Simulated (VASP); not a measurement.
# CuAu (P4/mmm) in VASP: a series of runs

Runs on CuAu. Level: PBE. Tasks: single point.

Program: VASP 6.6.1. These are calculated values, not measurements. Logs are shortened: lines on timing, memory, paths and dates and some standing lists are left out, and cuts for length are marked.

### 1 Starting point

It takes space group P4/mmm (No. 123, tetragonal). The conventional cell has a = 2.811 Å, b = 2.811 Å, c = 3.685 Å, α = 90.00°, β = 90.00°, γ = 90.00°. Au (site symmetry 4/mmm) is surrounded by 8 Cu at 2.71 Å and 4 Au at 2.81 Å. Around Cu (site symmetry 4/mmm) lie 8 Au at 2.71 Å and 4 Cu at 2.81 Å.

### 2 Single point, PBE

The input, INCAR:

```
SYSTEM = CuAu
ADDGRID  = .FALSE.      
ALGO     = Normal         ! electronic algorithm
EDIFF    = 1E-6           ! SCF threshold, eV
ENCUT    = 280            ! plane-wave cutoff, eV
GGA      = PE             ! functional
ISIF     = 2              ! what is computed and relaxed
ISMEAR   = 1              ! smearing method
LASPH    = .TRUE.         ! aspherical terms in the spheres
LCHARG   = .FALSE.        ! write CHGCAR
LREAL    = .FALSE.        ! projectors in reciprocal space
LWAVE    = .FALSE.        ! write WAVECAR
NBANDS   = 18             ! bands
NELM     = 100            ! most SCF steps
PREC     = Accurate       ! precision mode
SIGMA    = 0.2            ! smearing width, eV
```

The input, KPOINTS:

```
k-points
0
G
  5 5 4
  0 0 0
```

The input, POSCAR:

```
CuAu
1.0
    2.8107494552      0.0000000000      0.0000000000
    0.0000000000      2.8107494552      0.0000000000
    0.0000000000      0.0000000000      3.6850000000
Au Cu
1 1
Direct
    0.0257070000      0.0114430000     -0.0258500000
    0.4994280000      0.4658820000      0.5068750000
```

Potentials or basis: VASP PAW PBE potentials, release 64 (Au, Cu).

The run is started by

```
cat potpaw_PBE.64/Au/POTCAR potpaw_PBE.64/Cu/POTCAR > POTCAR
mpirun -np 1 vasp_std > vasp.out
```

OUTCAR:

```text
SYSTEM = CuAu
   EDIFF = 1E-6
   ENCUT = 280
   GGA = PE
   ISIF = 2
   ISMEAR = 1
   LASPH = .TRUE.
   LREAL = .FALSE.
   NELM = 100
   PREC = Accurate

 Found     51 irreducible k-points:

 Following reciprocal coordinates:
            Coordinates               Weight
  0.000000  0.000000  0.000000      1.000000
  0.200000  0.000000  0.000000      2.000000
  0.000000  0.200000  0.000000      2.000000
  0.400000  0.000000  0.000000      2.000000
  0.000000  0.400000  0.000000      2.000000
  0.200000  0.200000  0.000000      2.000000
   k-points           NKPTS =     51   k-points in BZ     NKDIM =     51   number of bands    NBANDS=     18
   number of dos      NEDOS =    301   number of ions     NIONS =      2
   total plane-waves  NPLWV =   5120
   dimension x,y,z NGX =    16 NGY =   16 NGZ =   20
   dimension x,y,z NGXF=    32 NGYF=   32 NGZF=   40
   ions per type =               1   1
   NGX,Y,Z   is equivalent  to a cutoff of   9.46,  9.46,  9.02 a.u.
   NGXF,Y,Z  is equivalent  to a cutoff of  18.93, 18.93, 18.05 a.u.
 SYSTEM =  CuAu
   PREC   = accura    normal or accurate (medium, high low for compatibility)
   ISTART =      0    job   : 0-new  1-cont  2-samecut
   ICHARG =      2    charge: 1-file 2-atom 10-const
   ISPIN  =      1    spin polarized calculation?
   LNONCOLLINEAR =      F non collinear calculations
   LSORBIT =      F    spin-orbit coupling
   LASPH  =      T    aspherical Exc in radial PAW
   ENCUT  =  280.0 eV  20.58 Ry    4.54 a.u.   3.83  3.83  5.03*2*pi/ulx,y,z
   NELM   =    100;   NELMIN=  2; NELMDL= -5     # of ELM steps
   EDIFF  = 0.1E-05   stopping-criterion for ELM
   LREAL  =      F    real-space projection
   EDIFFG = 0.1E-04   stopping-criterion for IOM
   NSW    =      0    number of steps for IOM
   IBRION =     -1    ionic relax: 0-MD 1-quasi-New 2-CG
   NFREE  =      0    steps in history (QN), initial steepest desc. (CG)
   ISIF   =      2    stress and relaxation
   ISYM   =      2    0-nonsym 1-usesym 2-fastsym
   POTIM  = 0.5000    time-step for ionic-motion
   TEBEG  =    0.0;   TEEND  =   0.0 temperature during run
   PSTRESS=    0.0 pullay stress
   NELECT =      22.0000    total number of electrons
   NUPDOWN=      -1.0000    fix difference up-down
   EMIN   =  10.00;   EMAX   =-10.00  energy-range for DOS
   EFERMI =   0.00;   METHOD = LEGACY
   ISMEAR =     1;   SIGMA  =   0.20  broadening in eV -4-tet -1-fermi 0-gaus
   EFERMI_NEDOS =   21; number of points for ismear=-14 and -15
   IALGO  =     38    algorithm
   IMIX   =      4    mixing-type and parameters
     AMIX     =   0.40;   BMIX     =  1.00
     AMIX_MAG =   1.60;   BMIX_MAG =  1.00
  volume/ion in A,a.u.               =      14.56        98.23
  Fermi-wavevector in a.u.,A,eV,Ry     =   1.491152  2.817868 30.253005  2.223533
  Thomas-Fermi vector in A             =   2.603843
   LORBIT       =      0    0 simple, 1 ext, 2 COOP (PROOUT), +10 PAW based schemes
   GGA     = PE    functional components
   LHFCALC =     F    Hartree Fock is set to
   AEXX    =    0.0000 exact exchange contribution
   IVDW    =     0    specifies the selected vdW correction
   LEPSILON=     F    determine dielectric tensor
   LRPA    =     F    only Hartree local field effects (RPA)
 non-spin polarized calculation
 Methfessel and Paxton  Order N= 1 SIGMA  =   0.20
  energy-cutoff  :      280.00
  volume of cell :       29.11
 maximum number of plane-waves:       318
   NGX =  7   NGY =  7   NGZ = 11

 number of electron      21.9999939 magnetization

 Free energy of the ion-electron system (eV)
  ---------------------------------------------------
  ext. energy  EPLUGINS =         0.00000000
  ---------------------------------------------------
  free energy    TOTEN  =        -7.04467523 eV

  energy without entropy =       -7.04261477  energy(sigma->0) =       -7.04398841

 E-fermi :   9.0207     XC(G=0): -12.6501

 val. band max:        8.9849001546   @ k =   0.2000   0.4000   0.5000
 cond. band min:       9.2710367982   @ k =  -0.4000  -0.4000   0.2500
 fundamental gap:      0.2861366436
 Fermi energy:         9.0207261747

 k-point     1 :       0.0000    0.0000    0.0000
  band No.  band energies     occupation
      1      -1.0397      2.00000
      2       2.1391      2.00000
      3       2.2737      2.00000
      4       4.6215      2.00000
      5       4.7012      2.00000
      6       5.7409      2.00000
[... 10 lines left out ...]
     17      25.4546      0.00000
     18      26.2584      0.00000

 k-point     2 :       0.2000    0.0000    0.0000
  band No.  band energies     occupation
      1      -0.1556      2.00000
      2       2.4643      2.00000
      3       2.8829      2.00000
      4       4.1210      2.00000
      5       4.8505      2.00000
      6       5.3366      2.00000
[... 10 lines left out ...]
     17      25.7846      0.00000
     18      27.4729      0.00000

 k-point     3 :       0.0000    0.2000    0.0000
  band No.  band energies     occupation
      1      -0.1592      2.00000
      2       2.4508      2.00000
      3       2.9004      2.00000
      4       4.1535      2.00000
      5       4.8188      2.00000
      6       5.3579      2.00000
[... 10 lines left out ...]
     17      25.8162      0.00000
     18      27.5233      0.00000

 k-point     4 :       0.4000    0.0000    0.0000
  band No.  band energies     occupation
      1       1.6559      2.00000
      2       3.0685      2.00000
      3       3.3085      2.00000
      4       4.1221      2.00000
      5       4.6793      2.00000
      6       5.1634      2.00000
[... 10 lines left out ...]
     17      23.7066      0.00000
     18      25.2232      0.00000

 k-point     5 :       0.0000    0.4000    0.0000
  band No.  band energies     occupation
      1       1.6386      2.00000
      2       3.0629      2.00000
      3       3.3310      2.00000
      4       4.1438      2.00000
      5       4.7064      2.00000
      6       5.1927      2.00000
[... 10 lines left out ...]
     17      23.7749      0.00000
     18      25.2372      0.00000

 k-point     6 :       0.2000    0.2000    0.0000
  band No.  band energies     occupation
      1       0.6936      2.00000
      2       3.0366      2.00000
      3       3.1575      2.00000
      4       4.0324      2.00000
      5       4.2562      2.00000
      6       4.8377      2.00000
[... 10 lines left out ...]
     17      26.0799      0.00000
     18      26.5288      0.00000

 [... further k-points ...]

------------------------ aborting loop because EDIFF is reached ----------------------------------------

  FORCE on cell =-STRESS in cart. coord.  units (eV):
  Direction    XX          YY          ZZ          XY          YZ          ZX
  --------------------------------------------------------------------------------------
  -------------------------------------------------------------------------------------
  Total        0.4863668      0.4017972      0.4706097      0.1081946     -0.3342321     -0.2015024
  in kB       26.7665700     22.1123910     25.8993971      5.9543531    -18.3940356    -11.0894240
  external PRESSURE =      24.9261194 kB  Pullay stress =       0.0000000 kB

 VOLUME and BASIS-vectors are now :
 -----------------------------------------------------------------------------
  energy-cutoff  :      280.00
  volume of cell :       29.11
      direct lattice vectors                 reciprocal lattice vectors
     2.810749455  0.000000000  0.000000000     0.355776997  0.000000000  0.000000000
     0.000000000  2.810749455  0.000000000     0.000000000  0.355776997  0.000000000
     0.000000000  0.000000000  3.685000000     0.000000000  0.000000000  0.271370421

 POSITION                                       TOTAL-FORCE (eV/Angst)
 -----------------------------------------------------------------------------------
      0.07226      0.03216      3.58974        -0.307928     -0.513864      0.900167
      1.40377      1.30948      1.86783         0.307928      0.513864     -0.900167
 -----------------------------------------------------------------------------------
    total drift:                               -0.000252     -0.000694     -0.002059

  FREE ENERGIE OF THE ION-ELECTRON SYSTEM (eV)
  ---------------------------------------------------
  free  energy   TOTEN  =        -7.0446752251 eV

  energy  without entropy=       -7.0426147749  energy(sigma->0) =       -7.04398841
```

Wall time 9.1 s (1 thread of Intel Xeon Platinum 8375C at 2.90GHz (Ice Lake), shared host); peak memory 0.12 GiB.

The run converged, but a check on its numbers failed (symmetry, net force, bounds or a known fault of this set-up), so they aren't taken as properties of the crystal.

Caveat: the k mesh is coarse (spacing up to 0.45 Å⁻¹), so the values aren't converged; the cutoff lies under the usual one of these potentials, so the numbers hold a large basis-set error.

### 3 Single point, PBE

Edit INCAR of step 2 so:

```diff
@@ -4,3 +4,3 @@
 EDIFF    = 1E-6           ! SCF threshold, eV
-ENCUT    = 280            ! plane-wave cutoff, eV
+ENCUT    = 460            ! plane-wave cutoff, eV
 GGA      = PE             ! functional
```

The input, KPOINTS:

```
k-points
0
G
  4 4 3
  0 0 0
```

The input, POSCAR:

```
CuAu
1.0
    2.8107494552      0.0000000000      0.0000000000
    0.0000000000      2.8107494552      0.0000000000
    0.0000000000      0.0000000000      3.6850000000
Au Cu
1 1
Direct
    0.0000000000      0.0000000000      0.0000000000
    0.5000000000      0.5000000000      0.5000000000
```

Potentials or basis: VASP PAW PBE potentials, release 64 (Au, Cu).

The run is started by

```
cat potpaw_PBE.64/Au/POTCAR potpaw_PBE.64/Cu/POTCAR > POTCAR
mpirun -np 1 vasp_std > vasp.out
```

Run time: 8 s. Hardware: 1 thread of Intel Xeon Platinum 8375C at 2.90GHz (Ice Lake), shared host; peak memory 0.13 GiB.

These settings aren't checked as converged: the numbers below hold their error.

What came out:

* Free energy: -6.8481 eV
* Pressure: 5.3 GPa
* Band gap on the k mesh: none (metal or under the smearing width)

Caveat: the k mesh is coarse (spacing up to 0.57 Å⁻¹), so the values aren't converged.

### 4 Single point, PBE

INCAR is that of step 3.

KPOINTS is that of step 3.

The input, POSCAR:

```
CuAu
1.0
    2.8107494552      0.0000000000      0.0000000000
    0.0000000000      2.8107494552      0.0000000000
    0.0000000000      0.0000000000      3.6850000000
Au Cu
1 1
Direct
    0.0257070000      0.0114430000     -0.0258500000
    0.4994280000      0.4658820000      0.5068750000
```

The run is started by

```
cat potpaw_PBE.64/Au/POTCAR potpaw_PBE.64/Cu/POTCAR > POTCAR
mpirun -np 1 vasp_std > vasp.out
```

It took 12 s on 1 thread of Intel Xeon Platinum 8375C at 2.90GHz (Ice Lake), shared host; peak memory 0.13 GiB.

These settings aren't checked as converged: the numbers below hold their error.

Results:

```yaml
Free_energy: -6.7516 eV
Pressure: 7.6 GPa
Largest_force: 1.114 eV/Å
Band_gap_on_the_k_mesh: none (metal or under the smearing width)
```

Caveat: the k mesh is coarse (spacing up to 0.57 Å⁻¹), so the values aren't converged.
